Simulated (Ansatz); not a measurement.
**Ru under strain**

Theory: Ansatz 0.2.0, DFT PBEsol, scalar-relativistic, plane waves, PAW. Settings: 420 eV cutoff, 24×24×12 k-mesh, Gaussian smearing of 0.10 eV, no spin polarisation.

The relaxed crystal:

```yaml
crystal:
  lattice:
    - [2.68948, 0.00000, 0.00000]
    - [-1.34474, 2.32916, 0.00000]
    - [0.00000, 0.00000, 4.25194]
  atoms:
    - { symbol: Ru, position: [0.33333, 0.66667, 0.25000] }
    - { symbol: Ru, position: [0.66667, 0.33333, 0.75000] }
```

Deformation: c alone is stretched, the rest of the cell is held and the atoms relax, all within the symmetry that the strain leaves. Energies are extrapolated to zero smearing. Stress is positive in compression, on the Cartesian axes of the cell above. On this cell's mesh the reference holds a stress of up to 0.64 GPa.

Strains computed: -3.0, -2.0, -1.0, +1.0, +2.0, +3.0 %.

Q: At which strain does the energy stand 26.3 meV/atom over the relaxed crystal with σxx = 7.02, σyy = 7.02, σzz = 22.85 GPa?

A: -3.0 %.

Cost: 7 runs of about 1.2 core-minutes in all, on Arm Neoverse V1 (shared hosts).